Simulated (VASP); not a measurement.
**KI (Fm-3m): thermal expansion**

How fast does KI expand on heating, by the quasi-harmonic approximation? The start is a cell from a database of measured crystal structures.

Method: PBEsol; plane waves and PAW (K_sv, I), in VASP 6.6.1.

Report form: the programs' logs are mostly left out.

## Step 1: The structure

The structure is cubic, space group Fm-3m (No. 225). Conventional cell: a = 7.066 Å, b = 7.066 Å, c = 7.066 Å, α = 90.00°, β = 90.00°, γ = 90.00°. K has 6 I at 3.53 Å nearest. I has 6 K at 3.53 Å nearest. Farther neighbours and most contacts between anions are not listed.

As a file:

```xyz
2
Lattice="0.0000 3.5328 3.5328 3.5328 0.0000 3.5328 3.5328 3.5328 0.0000" Properties=species:S:1:pos:R:3 pbc="T T T"
K     0.0000    0.0000    0.0000
I     3.5328    3.5328    3.5328
```

## Step 2: Relaxation

The series of volumes is laid round the static minimum, so the cell is relaxed first.

INCAR

```
SYSTEM = KI
PREC = Accurate
ENCUT = 400
EDIFF = 1E-07
NELM = 100
ISMEAR = 0
SIGMA = 0.05
LREAL = .FALSE.
ALGO = Normal
GGA = PS
NBANDS = 14
LORBIT = 11
LWAVE = .FALSE.
LCHARG = .FALSE.
KPAR = 12
IBRION = 2
NSW = 50
ISIF = 3
EDIFFG = -0.003
```

POSCAR

```
KI
1.0
    0.0000000000      3.5327750000      3.5327750000
    3.5327750000      0.0000000000      3.5327750000
    3.5327750000      3.5327750000      0.0000000000
K I
1 1
Direct
    0.0000000000      0.0000000000      0.0000000000
    0.5000000000      0.5000000000      0.5000000000
```

KPOINTS

```
Automatic mesh
0
Gamma
8 8 8
0 0 0
```

PAW data sets: K_sv and I (PBE family, release 64).

The run is started by

```console
> mpirun -np 12 vasp_std
```

Run time: 30 s. Hardware: 12 MPI ranks of Intel Xeon Platinum 8375C at 2.90GHz (Ice Lake), shared host; peak memory 2.9 GiB.

The gap is read on the k-mesh alone, so it is an upper bound where the band edges lie off the mesh. The PAW data sets were made with PBE, which is usual practice but a small mismatch for other functionals. The run keeps the 48 symmetry operations of its start, so it cannot find a distortion of lower symmetry.

The steps of the relaxation:

```csv
step,energy less that of the first step (eV),largest force (eV/Å),pressure (GPa),volume (Å³)
1,0.0000,0.0000,-0.25,88.18
2,-0.0011,0.0000,-0.14,87.30
3,-0.0015,0.0000,0.00,86.25
```

```
conventional cell, symmetrised  before  after  change
                         a (Å)   7.066  7.013  -0.7 %
                         b (Å)   7.066  7.013  -0.7 %
                         c (Å)   7.066  7.013  -0.7 %
              volume (Å³/atom)   44.09  43.12  -2.2 %
```

Final coordinates:

```xyz
2
Lattice="0.0000 3.5067 3.5067 3.5067 0.0000 3.5067 3.5067 3.5067 0.0000" Properties=species:S:1:pos:R:3 pbc="T T T"
K     0.0000    0.0000    0.0000
I     3.5067    3.5067    3.5067
```

This step gave:

```yaml
scf_cycles: 33
electrons: 16
bands: 14
irreducible_k_points: 29
symmetry_operations: 48
free_energy_toten: -5.816 eV
fermi_energy: -0.0676 eV
pressure: 0.004799 GPa
metallic: no
valence_top_at_k: 0, 0, 0
conduction_bottom_at_k: 0, 0, 0
least_direct_gap_at_k: 0, 0, 0
gap_on_the_k_mesh: 3.861 eV
least_direct_gap_on_the_k_mesh: 3.861 eV
```

## Step 3: Second relaxation

A second run rebuilds the plane-wave basis for the relaxed cell; where the first run showed a metal, it also takes Methfessel-Paxton smearing.

INCAR is that of step 2.

POSCAR

```
KI
1.0
    0.0000000000      3.5067329043      3.5067329043
    3.5067329043      0.0000000000      3.5067329043
    3.5067329043      3.5067329043      0.0000000000
K I
1 1
Direct
    0.0000000000      0.0000000000      0.0000000000
    0.5000000000      0.5000000000      0.5000000000
```

KPOINTS is that of step 2.

The run is started by

```console
> mpirun -np 12 vasp_std
```

It took 8 s on 12 MPI ranks; peak memory 2.4 GiB.

Little changed from the start: no atom moved by 0.005 Å and no cell edge by 0.1 %.

Numbers from this step:

```
SCF cycles                     : 14
pressure                       : 0.004666 GPa
gap on the k-mesh              : 3.862 eV
least direct gap on the k-mesh : 3.862 eV
```

## Step 4: Static energy at fixed volume, volume scale 1

Each volume needs its static energy, with shape and atoms relaxed at that volume.

Changes to INCAR since step 3:

```diff
@@ -3,3 +3,3 @@
 ENCUT = 400
-EDIFF = 1E-07
+EDIFF = 1E-08
 NELM = 100
@@ -16,4 +16,4 @@
 IBRION = 2
-NSW = 50
-ISIF = 3
-EDIFFG = -0.003
+NSW = 30
+ISIF = 4
+EDIFFG = -0.002
```

POSCAR is that of step 3.

KPOINTS is that of step 3.

The run is started by

```console
> mpirun -np 12 vasp_std
```

Run time: 9.4 s. Hardware: 12 MPI ranks; peak memory 2.3 GiB.

Little changed from the start: no atom moved by 0.005 Å and no cell edge by 0.1 %.

This step gave:

| Item | Value |
| --- | --- |
| SCF cycles | 16 |
| Fermi energy | -0.0675 eV |
| pressure | 0.004050 GPa |

## Step 5: Force constants in the supercell, volume scale 1

System of this step: KI. It takes space group Fm-3m (No. 225, cubic). The conventional cell has a = 7.013 Å, b = 7.013 Å, c = 7.013 Å, α = 90.00°, β = 90.00°, γ = 90.00°. Nearest to K lie 6 I at 3.51 Å. I has 6 K at 3.51 Å nearest. Farther neighbours and most contacts between anions are not listed.

Small displacements in a supercell give the force constants. They are interpolated to a mesh of wave vectors without the zone centre, which gives the lowest and highest frequency on that mesh and the vibrational free energy at this volume. The dipole term, which lifts longitudinal modes in polar crystals, is left out.

INCAR

```
SYSTEM = KI
PREC = Accurate
ENCUT = 400
EDIFF = 1E-07
NELM = 100
ISMEAR = 0
SIGMA = 0.05
LREAL = .FALSE.
ALGO = Normal
GGA = PS
NBANDS = 80
LWAVE = .FALSE.
LCHARG = .FALSE.
KPAR = 4
IBRION = 6
NSW = 1
NFREE = 2
POTIM = 0.015
ISIF = 0
ADDGRID = .TRUE.
```

POSCAR

```
KI
1.0
    0.0000000000      7.0134658086      7.0134658086
    7.0134658086      0.0000000000      7.0134658086
    7.0134658086      7.0134658086      0.0000000000
K I
8 8
Direct
    0.0000000000      0.0000000000      0.0000000000
    0.0000000000      0.0000000000      0.5000000000
    0.0000000000      0.5000000000      0.0000000000
    0.0000000000      0.5000000000      0.5000000000
    0.5000000000      0.0000000000      0.0000000000
    0.5000000000      0.0000000000      0.5000000000
    0.5000000000      0.5000000000      0.0000000000
    0.5000000000      0.5000000000      0.5000000000
    0.2500000000      0.2500000000      0.2500000000
    0.2500000000      0.2500000000      0.7500000000
    0.2500000000      0.7500000000      0.2500000000
    0.2500000000      0.7500000000      0.7500000000
    0.7500000000      0.2500000000      0.2500000000
    0.7500000000      0.2500000000      0.7500000000
    0.7500000000      0.7500000000      0.2500000000
    0.7500000000      0.7500000000      0.7500000000
```

KPOINTS

```
Automatic mesh
0
Gamma
2 2 2
0 0 0
```

The run is started by

```console
> mpirun -np 12 vasp_std
```

Run time: 5.8 min. Hardware: 12 MPI ranks; peak memory 8.5 GiB.

The last energy, forces, stress and levels in OUTCAR belong to the last displaced cell, not to the cell of POSCAR.

This step gave:

| Item | Value |
| --- | --- |
| electrons | 128 |
| bands | 81 |
| irreducible k-points | 3 |
| lowest frequency | 3.905 cm⁻¹ |
| highest frequency | 127.6 cm⁻¹ |
| zero point energy | 13.67 meV/atom |
| free energy 300 | -88.52 meV/atom |

Table of vibrational free energy by temperature:

| temperature (K) | vibrational free energy (meV/atom) |
| --- | --- |
| 0 | 13.7 |
| 40 | 12.2 |
| 80 | 5.34 |
| 120 | -6.00 |
| 160 | -20.6 |
| 200 | -37.7 |
| 240 | -56.8 |
| 280 | -77.6 |
| 320 | -99.8 |
| 360 | -123 |
| 400 | -148 |
| 440 | -174 |
| 480 | -200 |
| 520 | -228 |

## Step 6: Static energy at fixed volume, volume scale 1.02

System of this step: KI. Symmetry: Fm-3m, No. 225, cubic system. The conventional cell has a = 7.060 Å, b = 7.060 Å, c = 7.060 Å, α = 90.00°, β = 90.00°, γ = 90.00°. Nearest to K lie 6 I at 3.53 Å. Nearest to I lie 6 K at 3.53 Å. Farther neighbours and most contacts between anions are not listed.

INCAR

```
SYSTEM = KI
PREC = Accurate
ENCUT = 400
EDIFF = 1E-08
NELM = 100
ISMEAR = 0
SIGMA = 0.05
LREAL = .FALSE.
ALGO = Normal
GGA = PS
NBANDS = 14
LORBIT = 11
LWAVE = .FALSE.
LCHARG = .FALSE.
KPAR = 12
IBRION = 2
NSW = 30
ISIF = 4
EDIFFG = -0.002
```

POSCAR

```
KI
1.0
    0.0000000000      3.5299569778      3.5299569778
    3.5299569778      0.0000000000      3.5299569778
    3.5299569778      3.5299569778      0.0000000000
K I
1 1
Direct
    0.0000000000      0.0000000000      0.0000000000
    0.5000000000      0.5000000000      0.5000000000
```

KPOINTS

```
Automatic mesh
0
Gamma
8 8 8
0 0 0
```

The run is started by

```console
> mpirun -np 12 vasp_std
```

Wall time 13 s (12 MPI ranks); peak memory 2.6 GiB; 2.2 min of CPU time.

Little changed from the start: no atom moved by 0.005 Å and no cell edge by 0.1 %.

## Step 7: Force constants in the supercell, volume scale 1.02

System of this step: KI. It takes space group Fm-3m (No. 225, cubic). The conventional cell has a = 7.060 Å, b = 7.060 Å, c = 7.060 Å, α = 90.00°, β = 90.00°, γ = 90.00°. Nearest to K lie 6 I at 3.53 Å. I has 6 K at 3.53 Å nearest. Farther neighbours and most contacts between anions are not listed.

INCAR

```
SYSTEM = KI
PREC = Accurate
ENCUT = 400
EDIFF = 1E-07
NELM = 100
ISMEAR = 0
SIGMA = 0.05
LREAL = .FALSE.
ALGO = Normal
GGA = PS
NBANDS = 80
LWAVE = .FALSE.
LCHARG = .FALSE.
KPAR = 4
IBRION = 6
NSW = 1
NFREE = 2
POTIM = 0.015
ISIF = 0
ADDGRID = .TRUE.
```

POSCAR

```
KI
1.0
    0.0000000000      7.0599139556      7.0599139556
    7.0599139556      0.0000000000      7.0599139556
    7.0599139556      7.0599139556      0.0000000000
K I
8 8
Direct
    0.0000000000      0.0000000000      0.0000000000
    0.0000000000      0.0000000000      0.5000000000
    0.0000000000      0.5000000000      0.0000000000
    0.0000000000      0.5000000000      0.5000000000
    0.5000000000      0.0000000000      0.0000000000
    0.5000000000      0.0000000000      0.5000000000
    0.5000000000      0.5000000000      0.0000000000
    0.5000000000      0.5000000000      0.5000000000
    0.2500000000      0.2500000000      0.2500000000
    0.2500000000      0.2500000000      0.7500000000
    0.2500000000      0.7500000000      0.2500000000
    0.2500000000      0.7500000000      0.7500000000
    0.7500000000      0.2500000000      0.2500000000
    0.7500000000      0.2500000000      0.7500000000
    0.7500000000      0.7500000000      0.2500000000
    0.7500000000      0.7500000000      0.7500000000
```

KPOINTS

```
Automatic mesh
0
Gamma
2 2 2
0 0 0
```

The run is started by

```console
> mpirun -np 12 vasp_std
```

The job ended after 5.7 min (12 MPI ranks; peak memory 8.4 GiB; 64 min of CPU time).

## Step 8: Static energy at fixed volume, volume scale 1.04

System of this step: KI. It takes space group Fm-3m (No. 225, cubic). Conventional cell: a = 7.106 Å, b = 7.106 Å, c = 7.106 Å, α = 90.00°, β = 90.00°, γ = 90.00°. Nearest to K lie 6 I at 3.55 Å. Nearest to I lie 6 K at 3.55 Å. Farther neighbours and most contacts between anions are not listed.

INCAR

```
SYSTEM = KI
PREC = Accurate
ENCUT = 400
EDIFF = 1E-08
NELM = 100
ISMEAR = 0
SIGMA = 0.05
LREAL = .FALSE.
ALGO = Normal
GGA = PS
NBANDS = 14
LORBIT = 11
LWAVE = .FALSE.
LCHARG = .FALSE.
KPAR = 12
IBRION = 2
NSW = 30
ISIF = 4
EDIFFG = -0.002
```

POSCAR

```
KI
1.0
    0.0000000000      3.5528794187      3.5528794187
    3.5528794187      0.0000000000      3.5528794187
    3.5528794187      3.5528794187      0.0000000000
K I
1 1
Direct
    0.0000000000      0.0000000000      0.0000000000
    0.5000000000      0.5000000000      0.5000000000
```

KPOINTS

```
Automatic mesh
0
Gamma
8 8 8
0 0 0
```

The run is started by

```console
> mpirun -np 12 vasp_std
```

It took 12 s on 12 MPI ranks; peak memory 2.7 GiB.

Little changed from the start: no atom moved by 0.005 Å and no cell edge by 0.1 %.

## Step 9: Force constants in the supercell, volume scale 1.04

System of this step: KI. The structure is cubic, space group Fm-3m (No. 225). The conventional cell has a = 7.106 Å, b = 7.106 Å, c = 7.106 Å, α = 90.00°, β = 90.00°, γ = 90.00°. Nearest to K lie 6 I at 3.55 Å. I has 6 K at 3.55 Å nearest. Farther neighbours and most contacts between anions are not listed.

INCAR

```
SYSTEM = KI
PREC = Accurate
ENCUT = 400
EDIFF = 1E-07
NELM = 100
ISMEAR = 0
SIGMA = 0.05
LREAL = .FALSE.
ALGO = Normal
GGA = PS
NBANDS = 80
LWAVE = .FALSE.
LCHARG = .FALSE.
KPAR = 4
IBRION = 6
NSW = 1
NFREE = 2
POTIM = 0.015
ISIF = 0
ADDGRID = .TRUE.
```

POSCAR

```
KI
1.0
    0.0000000000      7.1057588374      7.1057588374
    7.1057588374      0.0000000000      7.1057588374
    7.1057588374      7.1057588374      0.0000000000
K I
8 8
Direct
    0.0000000000      0.0000000000      0.0000000000
    0.0000000000      0.0000000000      0.5000000000
    0.0000000000      0.5000000000      0.0000000000
    0.0000000000      0.5000000000      0.5000000000
    0.5000000000      0.0000000000      0.0000000000
    0.5000000000      0.0000000000      0.5000000000
    0.5000000000      0.5000000000      0.0000000000
    0.5000000000      0.5000000000      0.5000000000
    0.2500000000      0.2500000000      0.2500000000
    0.2500000000      0.2500000000      0.7500000000
    0.2500000000      0.7500000000      0.2500000000
    0.2500000000      0.7500000000      0.7500000000
    0.7500000000      0.2500000000      0.2500000000
    0.7500000000      0.2500000000      0.7500000000
    0.7500000000      0.7500000000      0.2500000000
    0.7500000000      0.7500000000      0.7500000000
```

KPOINTS

```
Automatic mesh
0
Gamma
2 2 2
0 0 0
```

The run is started by

```console
> mpirun -np 12 vasp_std
```

It took 4.9 min on 12 MPI ranks; peak memory 8.7 GiB; 56 min of CPU time.

## Step 10: Static energy at fixed volume, volume scale 0.98

System of this step: KI. It takes space group Fm-3m (No. 225, cubic). Conventional cell: a = 6.966 Å, b = 6.966 Å, c = 6.966 Å, α = 90.00°, β = 90.00°, γ = 90.00°. Nearest to K lie 6 I at 3.48 Å. Nearest to I lie 6 K at 3.48 Å. Farther neighbours and most contacts between anions are not listed.

INCAR

```
SYSTEM = KI
PREC = Accurate
ENCUT = 400
EDIFF = 1E-08
NELM = 100
ISMEAR = 0
SIGMA = 0.05
LREAL = .FALSE.
ALGO = Normal
GGA = PS
NBANDS = 14
LORBIT = 11
LWAVE = .FALSE.
LCHARG = .FALSE.
KPAR = 12
IBRION = 2
NSW = 30
ISIF = 4
EDIFFG = -0.002
```

POSCAR

```
KI
1.0
    0.0000000000      3.4831970750      3.4831970750
    3.4831970750      0.0000000000      3.4831970750
    3.4831970750      3.4831970750      0.0000000000
K I
1 1
Direct
    0.0000000000      0.0000000000      0.0000000000
    0.5000000000      0.5000000000      0.5000000000
```

KPOINTS

```
Automatic mesh
0
Gamma
8 8 8
0 0 0
```

The run is started by

```console
> mpirun -np 12 vasp_std
```

Run time: 7 s. Hardware: 12 MPI ranks; peak memory 2.4 GiB; 75 s of CPU time.

Little changed from the start: no atom moved by 0.005 Å and no cell edge by 0.1 %.

## Step 11: Force constants in the supercell, volume scale 0.98

System of this step: KI. Symmetry: Fm-3m, No. 225, cubic system. The conventional cell has a = 6.966 Å, b = 6.966 Å, c = 6.966 Å, α = 90.00°, β = 90.00°, γ = 90.00°. Nearest to K lie 6 I at 3.48 Å. Nearest to I lie 6 K at 3.48 Å. Farther neighbours and most contacts between anions are not listed.

INCAR

```
SYSTEM = KI
PREC = Accurate
ENCUT = 400
EDIFF = 1E-07
NELM = 100
ISMEAR = 0
SIGMA = 0.05
LREAL = .FALSE.
ALGO = Normal
GGA = PS
NBANDS = 80
LWAVE = .FALSE.
LCHARG = .FALSE.
KPAR = 4
IBRION = 6
NSW = 1
NFREE = 2
POTIM = 0.015
ISIF = 0
ADDGRID = .TRUE.
```

POSCAR

```
KI
1.0
    0.0000000000      6.9663941500      6.9663941500
    6.9663941500      0.0000000000      6.9663941500
    6.9663941500      6.9663941500      0.0000000000
K I
8 8
Direct
    0.0000000000      0.0000000000      0.0000000000
    0.0000000000      0.0000000000      0.5000000000
    0.0000000000      0.5000000000      0.0000000000
    0.0000000000      0.5000000000      0.5000000000
    0.5000000000      0.0000000000      0.0000000000
    0.5000000000      0.0000000000      0.5000000000
    0.5000000000      0.5000000000      0.0000000000
    0.5000000000      0.5000000000      0.5000000000
    0.2500000000      0.2500000000      0.2500000000
    0.2500000000      0.2500000000      0.7500000000
    0.2500000000      0.7500000000      0.2500000000
    0.2500000000      0.7500000000      0.7500000000
    0.7500000000      0.2500000000      0.2500000000
    0.7500000000      0.2500000000      0.7500000000
    0.7500000000      0.7500000000      0.2500000000
    0.7500000000      0.7500000000      0.7500000000
```

KPOINTS

```
Automatic mesh
0
Gamma
2 2 2
0 0 0
```

The run is started by

```console
> mpirun -np 12 vasp_std
```

It took 3 min on 12 MPI ranks; peak memory 7.5 GiB.

## Step 12: Static energy at fixed volume, volume scale 1.06

System of this step: KI. Symmetry: Fm-3m, No. 225, cubic system. The conventional cell has a = 7.151 Å, b = 7.151 Å, c = 7.151 Å, α = 90.00°, β = 90.00°, γ = 90.00°. Nearest to K lie 6 I at 3.58 Å. Nearest to I lie 6 K at 3.58 Å. Farther neighbours and most contacts between anions are not listed.

INCAR

```
SYSTEM = KI
PREC = Accurate
ENCUT = 400
EDIFF = 1E-08
NELM = 100
ISMEAR = 0
SIGMA = 0.05
LREAL = .FALSE.
ALGO = Normal
GGA = PS
NBANDS = 14
LORBIT = 11
LWAVE = .FALSE.
LCHARG = .FALSE.
KPAR = 12
IBRION = 2
NSW = 30
ISIF = 4
EDIFFG = -0.002
```

POSCAR

```
KI
1.0
    0.0000000000      3.5755098340      3.5755098340
    3.5755098340      0.0000000000      3.5755098340
    3.5755098340      3.5755098340      0.0000000000
K I
1 1
Direct
    0.0000000000      0.0000000000      0.0000000000
    0.5000000000      0.5000000000      0.5000000000
```

KPOINTS

```
Automatic mesh
0
Gamma
8 8 8
0 0 0
```

The run is started by

```console
> mpirun -np 12 vasp_std
```

Wall time 11 s (12 MPI ranks); peak memory 2.7 GiB.

## Step 13: Force constants in the supercell, volume scale 1.06

System of this step: KI. Symmetry: Fm-3m, No. 225, cubic system. Conventional cell: a = 7.151 Å, b = 7.151 Å, c = 7.151 Å, α = 90.00°, β = 90.00°, γ = 90.00°. Nearest to K lie 6 I at 3.58 Å. Nearest to I lie 6 K at 3.58 Å. Farther neighbours and most contacts between anions are not listed.

INCAR

```
SYSTEM = KI
PREC = Accurate
ENCUT = 400
EDIFF = 1E-07
NELM = 100
ISMEAR = 0
SIGMA = 0.05
LREAL = .FALSE.
ALGO = Normal
GGA = PS
NBANDS = 80
LWAVE = .FALSE.
LCHARG = .FALSE.
KPAR = 4
IBRION = 6
NSW = 1
NFREE = 2
POTIM = 0.015
ISIF = 0
ADDGRID = .TRUE.
```

POSCAR

```
KI
1.0
    0.0000000000      7.1510196680      7.1510196680
    7.1510196680      0.0000000000      7.1510196680
    7.1510196680      7.1510196680      0.0000000000
K I
8 8
Direct
    0.0000000000      0.0000000000      0.0000000000
    0.0000000000      0.0000000000      0.5000000000
    0.0000000000      0.5000000000      0.0000000000
    0.0000000000      0.5000000000      0.5000000000
    0.5000000000      0.0000000000      0.0000000000
    0.5000000000      0.0000000000      0.5000000000
    0.5000000000      0.5000000000      0.0000000000
    0.5000000000      0.5000000000      0.5000000000
    0.2500000000      0.2500000000      0.2500000000
    0.2500000000      0.2500000000      0.7500000000
    0.2500000000      0.7500000000      0.2500000000
    0.2500000000      0.7500000000      0.7500000000
    0.7500000000      0.2500000000      0.2500000000
    0.7500000000      0.2500000000      0.7500000000
    0.7500000000      0.7500000000      0.2500000000
    0.7500000000      0.7500000000      0.7500000000
```

KPOINTS

```
Automatic mesh
0
Gamma
2 2 2
0 0 0
```

The run is started by

```console
> mpirun -np 12 vasp_std
```

Wall time 4.3 min (12 MPI ranks); peak memory 8.7 GiB.

Vibrational free energy against temperature:

```
temperature (K)  vibrational free energy (meV/atom)
              0                                12.2
             40                                10.6
             80                                2.97
            120                               -9.26
            160                               -24.8
            200                               -42.8
            240                               -62.9
            280                               -84.7
            320                                -108
            360                                -132
            400                                -158
            440                                -185
            480                                -213
            520                                -241
```

## Step 14: Static energy at fixed volume, volume scale 1.08

System of this step: KI. It takes space group Fm-3m (No. 225, cubic). The conventional cell has a = 7.196 Å, b = 7.196 Å, c = 7.196 Å, α = 90.00°, β = 90.00°, γ = 90.00°. K has 6 I at 3.60 Å nearest. I has 6 K at 3.60 Å nearest. Farther neighbours and most contacts between anions are not listed.

INCAR

```
SYSTEM = KI
PREC = Accurate
ENCUT = 400
EDIFF = 1E-08
NELM = 100
ISMEAR = 0
SIGMA = 0.05
LREAL = .FALSE.
ALGO = Normal
GGA = PS
NBANDS = 14
LORBIT = 11
LWAVE = .FALSE.
LCHARG = .FALSE.
KPAR = 12
IBRION = 2
NSW = 30
ISIF = 4
EDIFFG = -0.002
```

POSCAR

```
KI
1.0
    0.0000000000      3.5978573507      3.5978573507
    3.5978573507      0.0000000000      3.5978573507
    3.5978573507      3.5978573507      0.0000000000
K I
1 1
Direct
    0.0000000000      0.0000000000      0.0000000000
    0.5000000000      0.5000000000      0.5000000000
```

KPOINTS

```
Automatic mesh
0
Gamma
8 8 8
0 0 0
```

The run is started by

```console
> mpirun -np 12 vasp_std
```

It took 12 s on 12 MPI ranks; peak memory 2.7 GiB.

(Continued in part 2 of 2.)

[Lines on the potential files, build, host, timing and source positions are cut from VASP's logs without a mark.]

[Logs are printed without paths, hosts, clocks, repeated set-up lines and the standing remarks that a program may print on its own settings, such as how far it seeks lower states.]

[Hosts, paths, dates, database ids (printed as entryN), source tags and the programs' standing remarks are cut or masked in the printed files.]

[In band tables of VASP the shares of atoms and orbitals are scaled to a sum of 1 inside the atoms' spheres.]
